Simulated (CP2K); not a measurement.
AlAu under changes of volume

One of the cells (16.755 Å³/atom); the others are scaled copies at fixed shape and fractional positions:

```
Au Al
1.0
     3.22394    0.00000    0.00000
     0.00000    3.22394    0.00000
     0.00000    0.00000    3.22394
Au Al
1 1
Direct
  0.50000 0.50000 0.50000
  0.00000 0.00000 0.00000
```

The cell comes from a database or a generator and needn't be the stable form of this composition.

| Property | Result |
| --- | --- |
| Program | CP2K 2026.2 |
| Functional | PBEsol |
| Potentials or basis | POTENTIAL_UZH Au GTH-PBE-q11, Al GTH-PBE-q3; TZVP-MOLOPT-PBE-GTH basis |
| Density cutoff | 6803 eV |
| k mesh | 8 × 8 × 8 |
| Occupations | fermi-dirac, width 0.1 eV |
| Spin | no spin polarisation |

```csv
volume (Å³/atom),energy over the lowest point (meV/atom),pressure (GPa)
15.749,?,?
16.084,3.89,3.3
16.419,0.00,0.6
16.755,1.37,-1.7
17.090,7.30,-3.8
17.425,17.17,-5.5
17.760,30.50,-7.1
```

Problem. What does the run at 15.749 Å³/atom give?

Solution. Energy over the lowest point 13.80 meV/atom; pressure 6.4 GPa.

Worked out: A Birch-Murnaghan fit of order 3 (a polynomial in V^(-2/3)) to the other rows has its minimum at 16.49 Å³/atom with B0 = V·E''(V) = 119 GPa and B' = 5.8. It gives 13.79 meV/atom at 15.749 Å³/atom, against the run's 13.80, and -dE/dV = 6.3 GPa, against 6.4.

Energies are extrapolated to zero smearing.

Caveats: with these potentials and basis sets, volumes of gold and of layered tellurides can stand 1.5 % and more from those of plane-wave programs; the potentials were made for another functional, which shifts forces and pressure; the basis of atomic orbitals isn't converged, which shifts pressures, moduli and gaps.
